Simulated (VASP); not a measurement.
# Ag in VASP: further runs, part 2 of 2

VASP 6.6.1.

### Step 4. Relaxation of the atoms, revPBE

The input, INCAR:

```
SYSTEM = Ag
  ALGO = Normal
  DIPOL = 0.5 0.5 0.500
  EDIFF = 1E-7
  EDIFFG = -0.005
  ENCUT = 520
  GGA = RE
  IBRION = 2
  IDIPOL = 3
  ISIF = 2
  ISMEAR = -1
  LASPH = .TRUE.
  LCHARG = .FALSE.
  LDIPOL = .TRUE.
  LREAL = .FALSE.
  LWAVE = .FALSE.
  NELM = 100
  NSW = 60
  PREC = Accurate
  SIGMA = 0.05
```

The input, KPOINTS:

```
k-points
0
G
  7 7 1
  0 0 0
```

The input, POSCAR:

```
Ag
1.0
    2.9460943265      0.0000000000      0.0000000000
   -1.4730471633      2.5513925288      0.0000000000
    0.0000000000      0.0000000000     29.4093000000
Ag
7
Selective dynamics
Direct
    0.0000000000      0.0000000000      0.2550213708  F F F
    0.6666666667      0.3333333333      0.3366377160  F F F
    0.3333333334      0.6666666667      0.4182540611  F F F
    0.6666666667      0.3333333333      0.5000000000  T T T
    0.3333333334      0.6666666667      0.5816163452  T T T
    0.0000000000      0.0000000000      0.6632326903  T T T
    0.3333333334      0.6666666667      0.7449786292  T T T
```

Potentials or basis: VASP PAW PBE potentials, release 64 (Ag).

Started as:

```bash
$ cat potpaw_PBE.64/Ag/POTCAR > POTCAR
$ mpirun -np 1 vasp_std > vasp.out
```

OUTCAR:

```text
SYSTEM = Ag
   EDIFF = 1E-7
   EDIFFG = -0.005
   ENCUT = 520
   GGA = RE
   IBRION = 2
   ISIF = 2
   ISMEAR = -1
   LASPH = .TRUE.
   LREAL = .FALSE.
   NELM = 100
   NSW = 60
   PREC = Accurate

 ion  position               nearest neighbor table
   1  0.000  0.000  0.255-   2 2.94   2 2.94   2 2.94
   2  0.667  0.333  0.337-   3 2.94   3 2.94   3 2.94   1 2.94   1 2.94   1 2.94
   3  0.333  0.667  0.418-   2 2.94   2 2.94   2 2.94   4 2.94   4 2.94   4 2.94
   4  0.667  0.333  0.500-   5 2.94   5 2.94   5 2.94   3 2.94   3 2.94   3 2.94
   5  0.333  0.667  0.582-   6 2.94   6 2.94   6 2.94   4 2.94   4 2.94   4 2.94
   6  0.000  0.000  0.663-   5 2.94   5 2.94   5 2.94   7 2.94   7 2.94   7 2.94
   7  0.333  0.667  0.745-   6 2.94   6 2.94   6 2.94

  LATTYP: Found a hexagonal cell.
 ALAT       =     2.9460943265
 C/A-ratio  =     9.9824706003
[... 411 lines left out ...]

 E-fermi :   2.7692     XC(G=0):  -7.2969

 val. band max:        2.3649849444   @ k =   0.2857   0.1429   0.0000
 cond. band min:       2.7980795459   @ k =   0.1429   0.1429   0.0000
 fundamental gap:      0.4330946015
 Fermi energy:         2.7691847703

 k-point     1 :       0.0000    0.0000    0.0000
  band No.  band energies     occupation
      1      -4.5198      2.00000
      2      -4.1585      2.00000
      3      -3.6330      2.00000
      4      -3.3686      2.00000
      5      -3.3321      2.00000
      6      -3.1190      2.00000
[... 381 lines left out ...]
     45       7.9013      0.00000
     46       8.2322      0.00000

------------------------ aborting loop because EDIFF is reached ----------------------------------------

 vacuum level on the upper side and lower side of the slab       (xc-potential included)        -0.164        -0.153

  FORCE on cell =-STRESS in cart. coord.  units (eV):
  Direction    XX          YY          ZZ          XY          YZ          ZX
  --------------------------------------------------------------------------------------
  -------------------------------------------------------------------------------------
  Total        0.0913597      0.0913597      0.1363572     -0.0000000      0.0000000     -0.0000000
  in kB        0.6621504      0.6621504      0.9882800     -0.0000000      0.0000000     -0.0000000
  external PRESSURE =       0.7708603 kB  Pullay stress =       0.0000000 kB
[... 22 lines left out ...]
  FREE ENERGIE OF THE ION-ELECTRON SYSTEM (eV)
  ---------------------------------------------------
  free  energy   TOTEN  =       -15.6897585235 eV

  energy  without entropy=      -15.6789777588  energy(sigma->0) =      -15.68436814

 reached required accuracy - stopping structural energy minimisation

 vacuum level on the upper side and lower side of the slab         6.716         6.726
```

CONTCAR:

```text
Ag
   1.00000000000000
     2.9460943264999999    0.0000000000000000    0.0000000000000000
    -1.4730471633000000    2.5513925288000001    0.0000000000000000
     0.0000000000000000    0.0000000000000000   29.4093000000000018
  Ag
     7
Selective dynamics
Direct
     0.0000000000000000    0.0000000000000000    0.2550213708000015   F   F   F
     0.6666666667000030    0.3333333332999970    0.3366377159999985   F   F   F
     0.3333333333999988    0.6666666667000030    0.4182540611000007   F   F   F
     0.6666666667000030    0.3333333332999970    0.5011160527175509   T   T   T
     0.3333333333999988    0.6666666667000030    0.5837725270334220   T   T   T
     0.0000000000000000    0.0000000000000000    0.6664132155596061   T   T   T
     0.3333333333999988    0.6666666667000030    0.7481056257529153   T   T   T

  0.00000000E+00  0.00000000E+00  0.00000000E+00
  0.00000000E+00  0.00000000E+00  0.00000000E+00
  0.00000000E+00  0.00000000E+00  0.00000000E+00
  0.00000000E+00  0.00000000E+00  0.00000000E+00
  0.00000000E+00  0.00000000E+00  0.00000000E+00
  0.00000000E+00  0.00000000E+00  0.00000000E+00
  0.00000000E+00  0.00000000E+00  0.00000000E+00
```

Run time: 7.6 min. Hardware: 1 thread of Intel Xeon 6975P-C (Granite Rapids), shared host; peak memory 0.38 GiB.

What came out:

* Free energy: -15.6898 eV
* Energy gained by relaxing: 0.6 meV/atom
* Ionic steps: 13
* Band gap on the k mesh: none (metal or under the smearing width)

The path:
```csv
step,energy change (eV),largest force (eV/Å),pressure (GPa)
1,0.0000,0.0797,0.34
2,-0.0003,0.0772,0.34
3,-0.0008,0.0768,0.33
4,-0.0008,0.0766,0.33
5,-0.0011,0.0766,0.32
6,-0.0019,0.0765,0.29
7,-0.0028,0.0759,0.22
8,-0.0033,0.0749,0.20
9,-0.0040,0.0724,0.14
10,-0.0040,0.0722,0.13
11,-0.0041,0.0721,0.12
12,-0.0042,0.0749,0.07
13,-0.0043,0.0718,0.08
```

Final structure:
```
CELL_PARAMETERS angstrom
2.94609 0.00000 0.00000
-1.47305 2.55139 0.00000
0.00000 0.00000 29.40930
ATOMIC_POSITIONS crystal
Ag 0.00000 0.00000 0.25502
Ag 0.66667 0.33333 0.33664
Ag 0.33333 0.66667 0.41825
Ag 0.66667 0.33333 0.50112
Ag 0.33333 0.66667 0.58377
Ag 0.00000 0.00000 0.66641
Ag 0.33333 0.66667 0.74811
```

Levels at points of the mesh, in eV from the Fermi level:
| k point | band 36 | band 37 | band 38 | band 39 | band 40 | band 41 | band 42 | band 43 |
| --- | --- | --- | --- | --- | --- | --- | --- | --- |
| (0.00, 0.00, 0.00) | -3.29 | -3.20 | -3.20 | -3.17 | -3.17 | -1.98 | -0.42 | 0.09 |

Caveat: the PAW data sets were made with another functional, which shifts forces and pressure a little.

### Step 5. The runs side by side

| level | gap on the mesh (eV) |
| --- | --- |
| PBEsol | none |
| RPBE | none |
| revPBE | none |

Alike in all rows: task relaxation of the atoms; potentials or basis VASP PAW PBE potentials, release 64 (Ag); no spin polarisation; cell atoms relaxed; k mesh 7 × 7 × 1; cutoff (eV) 520; smearing fermi-dirac 0.05 eV.

Caveats: the PAW data sets were made with another functional, which shifts forces and pressure a little.

Total energies depend on the potentials used, so only differences within one code and one set of settings carry meaning.
